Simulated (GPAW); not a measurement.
# GaN (F-43m) in GPAW: a series of runs, part 2 of 3

GPAW 26.7.0.

## Step 4: Relaxation of cell and atoms, PBEsol, target pressure 5 GPa, at which the enthalpy is minimised

run.py

```python
from ase import Atoms
from ase.filters import FrechetCellFilter
from ase.io import write
from ase.optimize import BFGS
from ase.units import GPa
from gpaw import GPAW, PW, setup_paths

setup_paths.insert(0, '.')

atoms = Atoms(['Ga', 'N'],
              cell=[[0.0, 2.2535006075, 2.2535006075],
                    [2.2535006075, 0.0, 2.2535006075],
                    [2.2535006075, 2.2535006075, 0.0]],
              scaled_positions=[[0.0, 0.0, 0.0],
                                [0.25, 0.25, 0.25]],
              pbc=True)

calc = GPAW(mode=PW(800),
            xc='PBEsol',
            kpts={'size': (10, 10, 10), 'gamma': True},
            occupations={'name': 'fermi-dirac', 'width': 0.05},
            nbands=11,
            convergence={'density': 1e-05, 'forces': 0.0001},
            maxiter=150,
            txt='gpaw.txt')
atoms.calc = calc
opt = BFGS(FrechetCellFilter(atoms, scalar_pressure=5 * GPa), trajectory='relax.traj', logfile='-')
done = opt.run(fmax=0.02, steps=60)
calc.write('gs.gpw')
write('result.traj', atoms)
print('Converged:', done)
print('Cell:', atoms.cell.cellpar().round(4))
print('Volume:', round(atoms.get_volume(), 4))
print(atoms.get_scaled_positions().round(5))
```

Potentials or basis: PAW data sets generated in the run's folder for this functional, pw.

On the command line:

```
gpaw-setup -f PBEsol Ga N
OMP_NUM_THREADS=1 python run.py
```

gpaw.txt:

```text
__  _  _
 | _ |_)|_||  |
 |__||  | ||/\| - 26.7.0

Input parameters:
  mode=PW(ecut=800.0),
  convergence={'density': 1e-05, 'forces': 0.0001},
  kpts=MonkhorstPack(size=(10, 10, 10), gamma=True),
  maxiter=150,
  nbands=11,
  occupations=Occupations(name='fermi-dirac', width=0.05),
  xc=XC(name='PBEsol')

Diagonalizing LCAO Hamiltonian
Converting LCAO to pw mode

           N
       Ga

Atoms  # Å, Bohr magnetons
|   | symbol |        x |        y |        z |    initial magnetic moments |
|---|--------|----------|----------|----------|-----------------------------|
| 0 |     Ga | 0.000000 | 0.000000 | 0.000000 | ( 0.0000,  0.0000,  0.0000) |
| 1 |      N | 1.126750 | 1.126750 | 1.126750 | ( 0.0000,  0.0000,  0.0000) |

Unit cell  # Å
| periodic |        x |        y |        z |  lengths |    angles |
|----------|----------|----------|----------|----------|-----------|
|      yes | 0.000000 | 2.253501 | 2.253501 | 3.186931 | 60.000000 |
|      yes | 2.253501 | 0.000000 | 2.253501 | 3.186931 | 60.000000 |
|      yes | 2.253501 | 2.253501 | 0.000000 | 3.186931 | 60.000000 |

Number of symmetries: 24
Symmetry operations  # r_c * U_cc + t_c -> r_c
|    | kind |            matrix            |
|----|------|------------------------------|
|  0 |  E   |  1, 0, 0,  0, 1, 0,  0, 0, 1 |
|  1 |  σ   |  1, 0, 0,  0, 0, 1,  0, 1, 0 |
|  2 |  σ   |  1, 0,-1,  0, 1,-1,  0, 0,-1 |
|  3 |  C3  |  1, 0,-1,  0, 0,-1,  0, 1,-1 |
|  4 |  C3  |  1,-1, 0,  0,-1, 1,  0,-1, 0 |
|  5 |  σ   |  1,-1, 0,  0,-1, 0,  0,-1, 1 |
|  6 |  σ   |  0, 1, 0,  1, 0, 0,  0, 0, 1 |
|  7 |  C3  |  0, 1, 0,  0, 0, 1,  1, 0, 0 |
|  8 |  C2  |  0, 1,-1,  1, 0,-1,  0, 0,-1 |
|  9 |  S4  |  0, 1,-1,  0, 0,-1,  1, 0,-1 |
| 10 |  C3  |  0, 0, 1,  1, 0, 0,  0, 1, 0 |
| 11 |  σ   |  0, 0, 1,  0, 1, 0,  1, 0, 0 |
| 12 |  S4  |  0, 0,-1,  1, 0,-1,  0, 1,-1 |
| 13 |  C3  |  0, 0,-1,  0, 1,-1,  1, 0,-1 |
| 14 |  S4  |  0,-1, 1,  1,-1, 0,  0,-1, 0 |
| 15 |  C2  |  0,-1, 1,  0,-1, 0,  1,-1, 0 |
| 16 |  C3  |  0,-1, 0,  1,-1, 0,  0,-1, 1 |
| 17 |  S4  |  0,-1, 0,  0,-1, 1,  1,-1, 0 |
| 18 |  S4  | -1, 1, 0, -1, 0, 1, -1, 0, 0 |
| 19 |  C3  | -1, 1, 0, -1, 0, 0, -1, 0, 1 |
| 20 |  C3  | -1, 0, 1, -1, 1, 0, -1, 0, 0 |
| 21 |  S4  | -1, 0, 1, -1, 0, 0, -1, 1, 0 |
[... 182 lines left out ...]
Gap: 1.793 eV
Transition (v -> c):
  (s=0, k=0, n=3, [0.00, 0.00, 0.00]) -> (s=0, k=0, n=4, [0.00, 0.00, 0.00])
No difference between direct/indirect transitions

Stress tensor  # eV/Ang^3
|         x |         y |         z |
|-----------|-----------|-----------|
| -0.041809 | -0.000000 | -0.000000 |
| -0.000000 | -0.041809 | -0.000000 |
| -0.000000 | -0.000000 | -0.041809 |

Forces  # eV/Ang
|       x |       y |       z |
|---------|---------|---------|
| 0.00000 | 0.00000 | 0.00000 |  # Ga   0
| 0.00000 | 0.00000 | 0.00000 |  # N    1

Interpolating wave functions to new cell

           N
       Ga

Atoms  # Å, Bohr magnetons
|   | symbol |        x |        y |        z |    initial magnetic moments |
|---|--------|----------|----------|----------|-----------------------------|
| 0 |     Ga | 0.000000 | 0.000000 | 0.000000 | ( 0.0000,  0.0000,  0.0000) |
| 1 |      N | 1.127727 | 1.127727 | 1.127727 | ( 0.0000,  0.0000,  0.0000) |

Unit cell  # Å
| periodic |        x |        y |        z |  lengths |    angles |
|----------|----------|----------|----------|----------|-----------|
|      yes | 0.000000 | 2.255454 | 2.255454 | 3.189694 | 60.000000 |
|      yes | 2.255454 | 0.000000 | 2.255454 | 3.189694 | 60.000000 |
|      yes | 2.255454 | 2.255454 | 0.000000 | 3.189694 | 60.000000 |

Number of symmetries: 24
Symmetry operations  # r_c * U_cc + t_c -> r_c
|    | kind |            matrix            |
|----|------|------------------------------|
|  0 |  E   |  1, 0, 0,  0, 1, 0,  0, 0, 1 |
|  1 |  σ   |  1, 0, 0,  0, 0, 1,  0, 1, 0 |
|  2 |  σ   |  1, 0,-1,  0, 1,-1,  0, 0,-1 |
|  3 |  C3  |  1, 0,-1,  0, 0,-1,  0, 1,-1 |
|  4 |  C3  |  1,-1, 0,  0,-1, 1,  0,-1, 0 |
|  5 |  σ   |  1,-1, 0,  0,-1, 0,  0,-1, 1 |
|  6 |  σ   |  0, 1, 0,  1, 0, 0,  0, 0, 1 |
|  7 |  C3  |  0, 1, 0,  0, 0, 1,  1, 0, 0 |
|  8 |  C2  |  0, 1,-1,  1, 0,-1,  0, 0,-1 |
|  9 |  S4  |  0, 1,-1,  0, 0,-1,  1, 0,-1 |
| 10 |  C3  |  0, 0, 1,  1, 0, 0,  0, 1, 0 |
| 11 |  σ   |  0, 0, 1,  0, 1, 0,  1, 0, 0 |
| 12 |  S4  |  0, 0,-1,  1, 0,-1,  0, 1,-1 |
| 13 |  C3  |  0, 0,-1,  0, 1,-1,  1, 0,-1 |
| 14 |  S4  |  0,-1, 1,  1,-1, 0,  0,-1, 0 |
| 15 |  C2  |  0,-1, 1,  0,-1, 0,  1,-1, 0 |
| 16 |  C3  |  0,-1, 0,  1,-1, 0,  0,-1, 1 |
| 17 |  S4  |  0,-1, 0,  0,-1, 1,  1,-1, 0 |
| 18 |  S4  | -1, 1, 0, -1, 0, 1, -1, 0, 0 |
| 19 |  C3  | -1, 1, 0, -1, 0, 0, -1, 0, 1 |
| 20 |  C3  | -1, 0, 1, -1, 1, 0, -1, 0, 0 |
| 21 |  S4  | -1, 0, 1, -1, 0, 0, -1, 1, 0 |
[... 180 lines left out ...]
Gap: 1.776 eV
Transition (v -> c):
  (s=0, k=0, n=3, [0.00, 0.00, 0.00]) -> (s=0, k=0, n=4, [0.00, 0.00, 0.00])
No difference between direct/indirect transitions

Stress tensor  # eV/Ang^3
|         x |         y |         z |
|-----------|-----------|-----------|
| -0.038090 |  0.000000 |  0.000000 |
|  0.000000 | -0.038090 | -0.000000 |
|  0.000000 | -0.000000 | -0.038090 |

Forces  # eV/Ang
|        x |        y |        z |
|----------|----------|----------|
|  0.00000 |  0.00000 |  0.00000 |  # Ga   0
| -0.00000 | -0.00000 | -0.00000 |  # N    1

Interpolating wave functions to new cell

           N
       Ga

Atoms  # Å, Bohr magnetons
|   | symbol |        x |         y |        z |    initial magnetic moments |
|---|--------|----------|-----------|----------|-----------------------------|
| 0 |     Ga | 0.000000 | -0.000000 | 0.000000 | ( 0.0000,  0.0000,  0.0000) |
| 1 |      N | 1.129551 |  1.129551 | 1.129551 | ( 0.0000,  0.0000,  0.0000) |

Unit cell  # Å
| periodic |        x |         y |         z |  lengths |    angles |
|----------|----------|-----------|-----------|----------|-----------|
|      yes | 0.000000 |  2.259101 |  2.259101 | 3.194852 | 60.000000 |
|      yes | 2.259101 | -0.000000 |  2.259101 | 3.194852 | 60.000000 |
|      yes | 2.259101 |  2.259101 | -0.000000 | 3.194852 | 60.000000 |

Number of symmetries: 24
Symmetry operations  # r_c * U_cc + t_c -> r_c
|    | kind |            matrix            |
|----|------|------------------------------|
|  0 |  E   |  1, 0, 0,  0, 1, 0,  0, 0, 1 |
|  1 |  σ   |  1, 0, 0,  0, 0, 1,  0, 1, 0 |
|  2 |  σ   |  1, 0,-1,  0, 1,-1,  0, 0,-1 |
|  3 |  C3  |  1, 0,-1,  0, 0,-1,  0, 1,-1 |
|  4 |  C3  |  1,-1, 0,  0,-1, 1,  0,-1, 0 |
|  5 |  σ   |  1,-1, 0,  0,-1, 0,  0,-1, 1 |
|  6 |  σ   |  0, 1, 0,  1, 0, 0,  0, 0, 1 |
|  7 |  C3  |  0, 1, 0,  0, 0, 1,  1, 0, 0 |
|  8 |  C2  |  0, 1,-1,  1, 0,-1,  0, 0,-1 |
|  9 |  S4  |  0, 1,-1,  0, 0,-1,  1, 0,-1 |
| 10 |  C3  |  0, 0, 1,  1, 0, 0,  0, 1, 0 |
| 11 |  σ   |  0, 0, 1,  0, 1, 0,  1, 0, 0 |
| 12 |  S4  |  0, 0,-1,  1, 0,-1,  0, 1,-1 |
| 13 |  C3  |  0, 0,-1,  0, 1,-1,  1, 0,-1 |
| 14 |  S4  |  0,-1, 1,  1,-1, 0,  0,-1, 0 |
| 15 |  C2  |  0,-1, 1,  0,-1, 0,  1,-1, 0 |
| 16 |  C3  |  0,-1, 0,  1,-1, 0,  0,-1, 1 |
| 17 |  S4  |  0,-1, 0,  0,-1, 1,  1,-1, 0 |
| 18 |  S4  | -1, 1, 0, -1, 0, 1, -1, 0, 0 |
| 19 |  C3  | -1, 1, 0, -1, 0, 0, -1, 0, 1 |
| 20 |  C3  | -1, 0, 1, -1, 1, 0, -1, 0, 0 |
| 21 |  S4  | -1, 0, 1, -1, 0, 0, -1, 1, 0 |
[... 181 lines left out ...]
Gap: 1.743 eV
Transition (v -> c):
  (s=0, k=0, n=3, [0.00, 0.00, 0.00]) -> (s=0, k=0, n=4, [0.00, 0.00, 0.00])
No difference between direct/indirect transitions

Stress tensor  # eV/Ang^3
|         x |         y |         z |
|-----------|-----------|-----------|
| -0.031233 | -0.000000 |  0.000000 |
| -0.000000 | -0.031233 |  0.000000 |
|  0.000000 |  0.000000 | -0.031233 |

Forces  # eV/Ang
|        x |        y |        z |
|----------|----------|----------|
|  0.00000 |  0.00000 |  0.00000 |  # Ga   0
| -0.00000 | -0.00000 | -0.00000 |  # N    1

# Writing to gs.gpw (mode='')
```

It took 88 s on 1 thread of Intel Xeon at 2.50GHz (Skylake/Cascade Lake), shared host; peak memory 0.19 GiB.

Results:

| Property | Result |
| --- | --- |
| Free energy | -13.0246 eV |
| Relaxed volume | 11.53 Å³/atom |
| Relaxed cell | a = 3.195 Å, b = 3.195 Å, c = 3.195 Å, α = 60.00°, β = 60.00°, γ = 60.00° |
| Space group after relaxing (to 0.05 Å) | F-43m (No. 216) |
| Energy change on relaxing (the enthalpy is what falls) | -3.5 meV/atom |
| Ionic steps | 3 |
| Pressure after relaxing | 5.0 GPa |
| Band gap on the k mesh | 1.74 eV, direct |

Step by step:
| step | energy change (eV) | largest force (eV/Å) | pressure (GPa) | volume (Å³) |
| --- | --- | --- | --- | --- |
| 1 | 0.0000 | 0.0000 | 6.70 | 22.89 |
| 2 | -0.0027 | 0.0000 | 6.10 | 22.95 |
| 3 | -0.0069 | 0.0000 | 5.00 | 23.06 |

Final structure:
```yaml
crystal:
  lattice:
    - [0.00000, 2.25910, 2.25910]
    - [2.25910, 0.00000, 2.25910]
    - [2.25910, 2.25910, 0.00000]
  atoms:
    - { symbol: Ga, position: [0.00000, 0.00000, 0.00000] }
    - { symbol: N, position: [0.25000, 0.25000, 0.25000] }
```

Caveat: the data sets keep Ga 3d, Li 1s and Be 1s frozen, and some such compounds lay over 1.5 % in volume off other programs; later steps reuse the first step's grids. Expect the measured gap to be larger: semilocal functionals such as PBEsol lack the derivative discontinuity.

## Step 5: Relaxation of cell and atoms, PBEsol, target pressure 10 GPa, at which the enthalpy is minimised

run.py, as its differences from that of step 4:

```diff
@@ -26,3 +26,3 @@
 atoms.calc = calc
-opt = BFGS(FrechetCellFilter(atoms, scalar_pressure=5 * GPa), trajectory='relax.traj', logfile='-')
+opt = BFGS(FrechetCellFilter(atoms, scalar_pressure=10 * GPa), trajectory='relax.traj', logfile='-')
 done = opt.run(fmax=0.02, steps=60)
```

On the command line:

```
gpaw-setup -f PBEsol Ga N
OMP_NUM_THREADS=1 python run.py
```

Run time: 84 s. Hardware: 1 thread of Intel Xeon at 2.50GHz (Skylake/Cascade Lake), shared host; peak memory 0.19 GiB.

Results (log left out):

| Property | Result |
| --- | --- |
| Free energy | -13.0000 eV |
| Relaxed volume | 11.29 Å³/atom |
| Relaxed cell | a = 3.172 Å, b = 3.172 Å, c = 3.172 Å, α = 60.00°, β = 60.00°, γ = 60.00° |
| Space group after relaxing (to 0.05 Å) | F-43m (No. 216) |
| Energy change on relaxing (the enthalpy is what falls) | +8.8 meV/atom |
| Ionic steps | 3 |
| Pressure after relaxing | 10.0 GPa |
| Band gap on the k mesh | 1.89 eV, direct |

Step by step:
| step | energy change (eV) | largest force (eV/Å) | pressure (GPa) | volume (Å³) |
| --- | --- | --- | --- | --- |
| 1 | 0.0000 | 0.0000 | 6.70 | 22.89 |
| 2 | 0.0056 | 0.0000 | 7.88 | 22.77 |
| 3 | 0.0176 | 0.0000 | 10.03 | 22.57 |

Final structure:
```xyz
2
Lattice="0.0000 2.2431 2.2431 2.2431 0.0000 2.2431 2.2431 2.2431 0.0000" Properties=species:S:1:pos:R:3 pbc="T T T"
Ga    0.0000    0.0000    0.0000
N     1.1215    1.1215    1.1215
```

Levels at points of the mesh, in eV from the valence-band top:
```
           k point  band 1  band 2  band 3  band 4  band 5  band 6  band 7
(0.00, 0.00, 0.00)  -15.97    0.00    0.00    0.00    1.89   10.40   10.40
(0.50, 0.50, 0.00)  -12.83   -6.29   -2.73   -2.73    3.27    6.75   11.76
(0.50, 0.50, 0.50)  -13.60   -7.14   -0.98   -0.98    4.77    8.80   10.40
```

Caveat: the data sets keep Ga 3d, Li 1s and Be 1s frozen, and some such compounds lay over 1.5 % in volume off other programs; later steps reuse the first step's grids.

## Step 6: Relaxation of cell and atoms, PBEsol, target pressure 20 GPa, at which the enthalpy is minimised

run.py, as its differences from that of step 5:

```diff
@@ -26,3 +26,3 @@
 atoms.calc = calc
-opt = BFGS(FrechetCellFilter(atoms, scalar_pressure=10 * GPa), trajectory='relax.traj', logfile='-')
+opt = BFGS(FrechetCellFilter(atoms, scalar_pressure=20 * GPa), trajectory='relax.traj', logfile='-')
 done = opt.run(fmax=0.02, steps=60)
```

Potentials or basis: PAW data sets generated in the run's folder for this functional, pw.

On the command line:

```
gpaw-setup -f PBEsol Ga N
OMP_NUM_THREADS=1 python run.py
```

It took 2.1 min on 1 thread of Intel Xeon at 2.50GHz (Skylake/Cascade Lake), shared host; peak memory 0.19 GiB.

The run converged. Its results:

| Quantity | Value |
| --- | --- |
| Free energy | -12.9203 eV |
| Relaxed volume | 10.87 Å³/atom |
| Relaxed cell | a = 3.133 Å, b = 3.133 Å, c = 3.133 Å, α = 60.00°, β = 60.00°, γ = 60.00° |
| Space group after relaxing (to 0.05 Å) | F-43m (No. 216) |
| Energy change on relaxing (the enthalpy is what falls) | +48.7 meV/atom |
| Ionic steps | 4 |
| Pressure after relaxing | 20.0 GPa |
| Band gap on the k mesh | 2.13 eV, direct |

Step by step:
```
step  energy change (eV)  largest force (eV/Å)  pressure (GPa)  volume (Å³)
   1              0.0000                0.0000            6.70        22.89
   2              0.0281                0.0000           11.63        22.43
   3              0.1029                0.0000           20.55        21.70
   4              0.0973                0.0000           19.98        21.75
```

Final structure:
```
Ga N
1.0
     0.00000    2.21542    2.21542
     2.21542    0.00000    2.21542
     2.21542    2.21542    0.00000
Ga N
1 1
Direct
  0.00000 0.00000 0.00000
  0.25000 0.25000 0.25000
```

Levels at points of the mesh, in eV from the valence-band top:
```
           k point  band 1  band 2  band 3  band 4  band 5  band 6  band 7
(0.00, 0.00, 0.00)  -16.30    0.00    0.00    0.00    2.13   10.64   10.64
(0.50, 0.50, 0.00)  -12.97   -6.47   -2.86   -2.86    3.28    6.97   12.05
(0.50, 0.50, 0.50)  -13.78   -7.40   -1.03   -1.03    5.04    8.99   10.60
```

Caveat: the data sets keep Ga 3d, Li 1s and Be 1s frozen, and some such compounds lay over 1.5 % in volume off other programs; later steps reuse the first step's grids. A hybrid or GW would open this gap; PBEsol tends to underestimate it.

(Part 2 of 3 ends here.)
